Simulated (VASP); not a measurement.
# TiAl3 (I4/mmm) in VASP: further runs

Aim: see how the results for TiAl3 move with the level of theory and the settings. Levels: r2SCAN, r2SCAN+rVV10. Tasks: relaxation of cell and atoms.

All numbers are computed with VASP 6.6.1; they aren't measurements. Logs are shortened: lines on timing, memory, paths and dates and some standing lists are left out, and cuts for length are marked.

### 1 The structure

The structure is tetragonal, space group I4/mmm (No. 139). The conventional cell has a = 3.822 Å, b = 3.822 Å, c = 8.561 Å, α = 90.00°, β = 90.00°, γ = 90.00°. Ti (site symmetry 4/mmm) has 12 Al at 2.70 to 2.87 Å as nearest neighbours. Around Al (site symmetry 4/mmm) lie 4 Ti at 2.70 Å and 8 Al at 2.87 Å. Al (site symmetry -4m2) has 8 Al at 2.70 to 2.87 Å and 4 Ti at 2.87 Å as nearest neighbours.

The cell comes from a database or a generator and needn't be the stable form of this composition.

### 2 Relaxation of cell and atoms, r2SCAN

INCAR reads:

```
SYSTEM = TiAl3
PREC = Accurate
ENCUT = 600
EDIFF = 1E-7
ISMEAR = 0
SIGMA = 0.1
LREAL = .False.
LASPH = .True.
NELM = 60
ALGO = Normal
ISIF = 3
LWAVE = .False.
LCHARG = .False.
METAGGA = R2SCAN
LMIXTAU = .True.
IBRION = 2
NSW = 90
EDIFFG = -0.005
```

KPOINTS reads:

```
regular mesh
0
Gamma
  16 16 16
  0 0 0
```

POSCAR reads:

```
TiAl3
1.0
   -1.9111067700      1.9111067700      4.2806687900
    1.9111067700     -1.9111067700      4.2806687900
    1.9111067700      1.9111067700     -4.2806687900
Ti Al
1 3
Direct
    0.0000000000      0.0000000000      0.0000000000
    0.5000000000      0.5000000000      0.0000000000
    0.7500000000      0.2500000000      0.5000000000
    0.2500000000      0.7500000000      0.5000000000
```

Potentials or basis: VASP PAW PBE potentials, release 64 (Ti_sv, Al).

Launch:

```bash
$ cat potpaw_PBE.64/Ti_sv/POTCAR potpaw_PBE.64/Al/POTCAR > POTCAR
$ mpirun -np 1 vasp_std > vasp.out
```

OUTCAR:

```text
SYSTEM = TiAl3
   PREC = Accurate
   ENCUT = 600
   EDIFF = 1E-7
   ISMEAR = 0
   LREAL = .False.
   LASPH = .True.
   NELM = 60
   ISIF = 3
   METAGGA = R2SCAN
   IBRION = 2
   NSW = 90
   EDIFFG = -0.005

 ion  position               nearest neighbor table
   1  0.000  0.000  0.000-   2 2.70   2 2.70   2 2.70   2 2.70   4 2.87   3 2.87   4 2.87   4 2.87
                             3 2.87   3 2.87   4 2.87   3 2.87
   2  0.500  0.500  0.000-   1 2.70   1 2.70   1 2.70   1 2.70   4 2.87   3 2.87   4 2.87   3 2.87
                             4 2.87   4 2.87   3 2.87   3 2.87
   3  0.750  0.250  0.500-   4 2.70   4 2.70   4 2.70   4 2.70   2 2.87   1 2.87   2 2.87   1 2.87
                             2 2.87   2 2.87   1 2.87   1 2.87
   4  0.250  0.750  0.500-   3 2.70   3 2.70   3 2.70   3 2.70   2 2.87   1 2.87   2 2.87   2 2.87
                             1 2.87   1 2.87   2 2.87   1 2.87

  LATTYP: Found a body centered tetragonal cell.
 ALAT       =     3.8222135400
 C/A-ratio  =     2.2398899199

  Lattice vectors:

 A1 = (  -1.9111067700,   1.9111067700,   4.2806687900)
 A2 = (   1.9111067700,  -1.9111067700,   4.2806687900)
 A3 = (   1.9111067700,   1.9111067700,  -4.2806687900)

Analysis of symmetry for initial positions (statically):
=====================================================================
 Subroutine PRICEL returns:
 Original cell was already a primitive cell.

 Routine SETGRP: Setting up the symmetry group for a
 body centered tetragonal supercell.

 Subroutine GETGRP returns: Found 16 space group operations
 (whereof 16 operations were pure point group operations)
 out of a pool of 16 trial point group operations.

The static configuration has the point symmetry D_4h.

Analysis of symmetry for dynamics (positions and initial velocities):
=====================================================================
 Subroutine PRICEL returns:
 Original cell was already a primitive cell.

 Routine SETGRP: Setting up the symmetry group for a
 body centered tetragonal supercell.

 Subroutine GETGRP returns: Found 16 space group operations
 (whereof 16 operations were pure point group operations)
 out of a pool of 16 trial point group operations.

The dynamic configuration has the point symmetry D_4h.

 Subroutine INISYM returns: Found 16 space group operations
 (whereof 16 operations are pure point group operations),
 and found     1 'primitive' translations

----------------------------------------------------------------------------------------

                                     Primitive cell

  volume of cell :      62.5376

  direct lattice vectors                    reciprocal lattice vectors
    -1.911106770  1.911106770  4.280668790     0.000000000  0.261628501  0.116804178
     1.911106770 -1.911106770  4.280668790     0.261628501  0.000000000  0.116804178
     1.911106770  1.911106770 -4.280668790     0.261628501  0.261628501  0.000000000

  length of vectors
     5.062487873  5.062487873  5.062487873     0.286518217  0.286518217  0.369998575

  position of ions in fractional coordinates (direct lattice)
     0.000000000  0.000000000  0.000000000
     0.500000000  0.500000000  0.000000000
     0.750000000  0.250000000  0.500000000
     0.250000000  0.750000000  0.500000000

  ion indices of the primitive-cell ions
   primitive index   ion index
                 1           1
                 2           2
                 3           3
                 4           4

----------------------------------------------------------------------------------------

 KPOINTS: regular mesh

Automatic generation of k-mesh.
 Grid dimensions read from file:
 generate k-points for:   16   16   16

 Generating k-lattice:

  Cartesian coordinates                     Fractional coordinates (reciprocal lattice)
     0.000000000  0.016351781  0.007300261     0.062500000 -0.000000000  0.000000000
     0.016351781  0.000000000  0.007300261    -0.000000000  0.062500000  0.000000000
     0.016351781  0.016351781  0.000000000     0.000000000  0.000000000  0.062500000

  Length of vectors
     0.017907389  0.017907389  0.023124911

  Shift w.r.t. Gamma in fractional coordinates (k-lattice)
     0.000000000  0.000000000  0.000000000

 Subroutine IBZKPT returns following result:
 ===========================================

 Found    349 irreducible k-points:

 Following reciprocal coordinates:
            Coordinates               Weight
  0.000000  0.000000  0.000000      1.000000
  0.062500 -0.000000  0.000000      8.000000
  0.125000 -0.000000  0.000000      8.000000
  0.187500 -0.000000  0.000000      8.000000
  0.250000 -0.000000  0.000000      8.000000
  0.312500 -0.000000  0.000000      8.000000
[... 16 lines left out ...]
 -0.125000  0.062500 -0.000000     16.000000
 -0.062500  0.062500  0.000000      4.000000
 [... further k-points ...]
   k-points           NKPTS =    349   k-points in BZ     NKDIM =    349   number of bands    NBANDS=     14
   number of dos      NEDOS =    301   number of ions     NIONS =      4
   total plane-waves  NPLWV =  64000
   dimension x,y,z NGX =    40 NGY =   40 NGZ =   40
   dimension x,y,z NGXF=    80 NGYF=   80 NGZF=   80
   ions per type =               1   3
   NGX,Y,Z   is equivalent  to a cutoff of  13.14, 13.14, 13.14 a.u.
   NGXF,Y,Z  is equivalent  to a cutoff of  26.27, 26.27, 26.27 a.u.
 SYSTEM =  TiAl3
   PREC   = accura    normal or accurate (medium, high low for compatibility)
   ISTART =      0    job   : 0-new  1-cont  2-samecut
   ICHARG =      2    charge: 1-file 2-atom 10-const
   ISPIN  =      1    spin polarized calculation?
   LNONCOLLINEAR =      F non collinear calculations
   LSORBIT =      F    spin-orbit coupling
   LASPH  =      T    aspherical Exc in radial PAW
   ENCUT  =  600.0 eV  44.10 Ry    6.64 a.u.  10.11 10.11 10.11*2*pi/ulx,y,z
   NELM   =     60;   NELMIN=  2; NELMDL= -5     # of ELM steps
   EDIFF  = 0.1E-06   stopping-criterion for ELM
   LREAL  =      F    real-space projection
   EDIFFG = -.5E-02   stopping-criterion for IOM
   NSW    =     90    number of steps for IOM
   IBRION =      2    ionic relax: 0-MD 1-quasi-New 2-CG
   NFREE  =      1    steps in history (QN), initial steepest desc. (CG)
   ISIF   =      3    stress and relaxation
   ISYM   =      2    0-nonsym 1-usesym 2-fastsym
   POTIM  = 0.5000    time-step for ionic-motion
   TEBEG  =    0.0;   TEEND  =   0.0 temperature during run
   PSTRESS=    0.0 pullay stress
   NELECT =      21.0000    total number of electrons
   NUPDOWN=      -1.0000    fix difference up-down
   EMIN   =  10.00;   EMAX   =-10.00  energy-range for DOS
   EFERMI =   0.00;   METHOD = LEGACY
   ISMEAR =     0;   SIGMA  =   0.10  broadening in eV -4-tet -1-fermi 0-gaus
   EFERMI_NEDOS =   21; number of points for ismear=-14 and -15
   IALGO  =     38    algorithm
   IMIX   =      4    mixing-type and parameters
     AMIX     =   0.40;   BMIX     =  1.00
     AMIX_MAG =   1.60;   BMIX_MAG =  1.00
  volume/ion in A,a.u.               =      15.63       105.51
  Fermi-wavevector in a.u.,A,eV,Ry     =   1.137891  2.150303 17.616776  1.294796
  Thomas-Fermi vector in A             =   2.274596
   LORBIT       =      0    0 simple, 1 ext, 2 COOP (PROOUT), +10 PAW based schemes
   METAGGA = R2SCAN    functional components
   LHFCALC =     F    Hartree Fock is set to
   AEXX    =    0.0000 exact exchange contribution
   IVDW    =     0    specifies the selected vdW correction
   LEPSILON=     F    determine dielectric tensor
   LRPA    =     F    only Hartree local field effects (RPA)
 conjugate gradient relaxation of ions
 non-spin polarized calculation
 Gauss-broadening in eV      SIGMA  =   0.10
  energy-cutoff  :      600.00
  volume of cell :       62.54
 maximum number of plane-waves:      2122
   NGX = 21   NGY = 21   NGZ = 21

 number of electron      20.9999999 magnetization

 Free energy of the ion-electron system (eV)
  ---------------------------------------------------
  ext. energy  EPLUGINS =         0.00000000
  ---------------------------------------------------
  free energy    TOTEN  =       -34.91054355 eV

  energy without entropy =      -34.90234389  energy(sigma->0) =      -34.90644372

 E-fermi :   8.3709     XC(G=0): -11.5576

 val. band max:        8.3630543422   @ k =  -0.3750   0.5000   0.2500
 cond. band min:       8.3711151931   @ k =  -0.1875   0.2500   0.1875
 fundamental gap:      0.0080608509
 Fermi energy:         8.3709462408

 k-point     1 :       0.0000    0.0000    0.0000
  band No.  band energies     occupation
      1     -50.4411      2.00000
      2     -25.7140      2.00000
      3     -25.7140      2.00000
      4     -25.6424      2.00000
      5      -2.3834      2.00000
      6       5.3930      2.00000
      7       5.4694      2.00000
      8       6.9014      2.00000
      9       7.0478      2.00000
     10       7.0478      2.00000
     11       9.2288      0.00000
     12      10.1219      0.00000
     13      10.1220      0.00000
     14      10.5490      0.00000

 k-point     2 :       0.0625   -0.0000    0.0000
  band No.  band energies     occupation
      1     -50.4410      2.00000
      2     -25.7151      2.00000
      3     -25.7139      2.00000
      4     -25.6424      2.00000
      5      -2.3317      2.00000
      6       5.0360      2.00000
      7       5.8346      2.00000
      8       6.7901      2.00000
      9       6.9279      2.00000
     10       7.0801      2.00000
     11       9.0277      0.00000
     12       9.9987      0.00000
     13      10.3555      0.00000
     14      10.4825      0.00000
[... 343 lines left out ...]
      1     -50.4408      2.00000
      2     -25.7184      2.00000
      3     -25.7148      2.00000
      4     -25.6420      2.00000
      5      -2.1595      2.00000
      6       5.0528      2.00000
      7       5.8055      2.00000
      8       6.4240      2.00000
      9       6.6881      2.00000
     10       7.0638      2.00000
     11       8.4455      0.29147
     12      10.0126      0.00000
     13      10.3879      0.00000
     14      10.7381      0.00000

 k-point    24 :      -0.0625    0.0625    0.0000
  band No.  band energies     occupation
      1     -50.4410      2.00000
      2     -25.7151      2.00000
      3     -25.7149      2.00000
      4     -25.6422      2.00000
      5      -2.2970      2.00000
      6       5.4257      2.00000
      7       5.4654      2.00000
      8       6.7899      2.00000
      9       6.7948      2.00000
     10       7.0194      2.00000
     11       8.8131      0.00000
     12      10.2401      0.00000
     13      10.2857      0.00000
     14      10.4562      0.00000

 [... further k-points ...]

------------------------ aborting loop because EDIFF is reached ----------------------------------------

  FORCE on cell =-STRESS in cart. coord.  units (eV):
  Direction    XX          YY          ZZ          XY          YZ          ZX
  --------------------------------------------------------------------------------------
  -------------------------------------------------------------------------------------
  Total        0.0065840      0.0065840     -0.0030251      0.0000000      0.0000000      0.0000000
  in kB        0.1686779      0.1686779     -0.0775014      0.0000000      0.0000000      0.0000000
  external PRESSURE =       0.0866181 kB  Pullay stress =       0.0000000 kB

 VOLUME and BASIS-vectors are now :
 -----------------------------------------------------------------------------
  energy-cutoff  :      600.00
  volume of cell :       62.54
      direct lattice vectors                 reciprocal lattice vectors
    -1.911106770  1.911106770  4.280668790     0.000000000  0.261628501  0.116804178
     1.911106770 -1.911106770  4.280668790     0.261628501  0.000000000  0.116804178
     1.911106770  1.911106770 -4.280668790     0.261628501  0.261628501  0.000000000

 POSITION                                       TOTAL-FORCE (eV/Angst)
 -----------------------------------------------------------------------------------
      0.00000      0.00000      0.00000         0.000000     -0.000000     -0.000000
      0.00000      0.00000      4.28067         0.000000     -0.000000     -0.000000
      0.00000      1.91111      2.14033        -0.000000      0.000000      0.000000
      1.91111      0.00000      2.14033         0.000000      0.000000      0.000000
 -----------------------------------------------------------------------------------
    total drift:                               -0.000000     -0.000000     -0.000000

  FREE ENERGIE OF THE ION-ELECTRON SYSTEM (eV)
  ---------------------------------------------------
  free  energy   TOTEN  =       -34.9105435457 eV

  energy  without entropy=      -34.9023438886  energy(sigma->0) =      -34.90644372

 reached required accuracy - stopping structural energy minimisation
```

Run time: 18 min. Hardware: 1 thread of Intel Xeon 6975P-C (Granite Rapids), shared host; peak memory 0.57 GiB.

Results:

| Quantity | Value |
| --- | --- |
| Free energy | -34.9105 eV |
| Pressure after relaxing | 0.0 GPa |
| Band gap on the k mesh | none (metal or under the smearing width) |

Final structure:
```
Ti Al
1.0
    -1.91111    1.91111    4.28067
     1.91111   -1.91111    4.28067
     1.91111    1.91111   -4.28067
Ti Al
1 3
Direct
  0.00000 0.00000 0.00000
  0.50000 0.50000 0.00000
  0.75000 0.25000 0.50000
  0.25000 0.75000 0.50000
```

Caveat: the relaxation stopped at its first step, so nothing moved; the PAW data sets were made with another functional, which shifts forces and pressure a little.

### 3 Relaxation of cell and atoms, r2SCAN+rVV10

Edit INCAR of step 2 so:

```diff
@@ -15,2 +15,6 @@
 LMIXTAU = .True.
+LUSE_VDW = .True.
+IVDW_NL = 2
+BPARAM = 11.95
+CPARAM = 0.0093
 IBRION = 2
```

KPOINTS is that of step 2.

POSCAR is that of step 2.

Potentials or basis: VASP PAW PBE potentials, release 64 (Ti_sv, Al).

Launch:

```bash
$ cat potpaw_PBE.64/Ti_sv/POTCAR potpaw_PBE.64/Al/POTCAR > POTCAR
$ mpirun -np 1 vasp_std > vasp.out
```

Wall time 40 min (1 thread of Intel Xeon 6975P-C (Granite Rapids), shared host); peak memory 0.82 GiB.

Results (log left out):

| Property | Result |
| --- | --- |
| Free energy | -34.4354 eV |
| Relaxed volume | 15.57 Å³/atom |
| Relaxed cell | a = 5.056 Å, b = 5.056 Å, c = 5.056 Å, α = 135.64°, β = 135.64°, γ = 64.54° |
| Space group after relaxing (to 0.05 Å) | I4/mmm (No. 139) |
| Energy gained by relaxing | 0.1 meV/atom |
| Ionic steps | 3 |
| Pressure after relaxing | 0.0 GPa |
| Band gap on the k mesh | none (metal or under the smearing width) |

Step by step:
```csv
step,energy change (eV),largest force (eV/Å),pressure (GPa),volume (Å³)
1,0.0000,0.0000,-0.46,62.54
2,-0.0002,0.0000,0.29,62.14
3,-0.0004,0.0000,0.01,62.29
```

Final structure:
```xyz
4
Lattice="-1.9086 1.9086 4.2748 1.9086 -1.9086 4.2748 1.9086 1.9086 -4.2748" Properties=species:S:1:pos:R:3 pbc="T T T"
Ti    0.0000    0.0000    0.0000
Al    0.0000    0.0000    4.2748
Al    0.0000    1.9086    2.1374
Al    1.9086    0.0000    2.1374
```

Levels at points of the mesh, in eV from the Fermi level:
```csv
k point,band 8,band 9,band 10,band 11,band 12,band 13,band 14
"(0.00, 0.00, 0.00)",-1.48,-1.33,-1.33,0.86,1.76,1.76,2.17
"(0.50, 0.00, 0.00)",-3.16,-1.16,-0.27,0.57,2.08,2.16,2.93
"(0.50, 0.50, 0.00)",-4.15,-3.04,-2.36,-1.07,1.96,2.25,2.77
"(0.50, 0.50, 0.50)",-1.06,-1.06,-0.29,0.78,0.78,1.00,3.22
```

Caveat: the PAW data sets were made with another functional, which shifts forces and pressure a little.
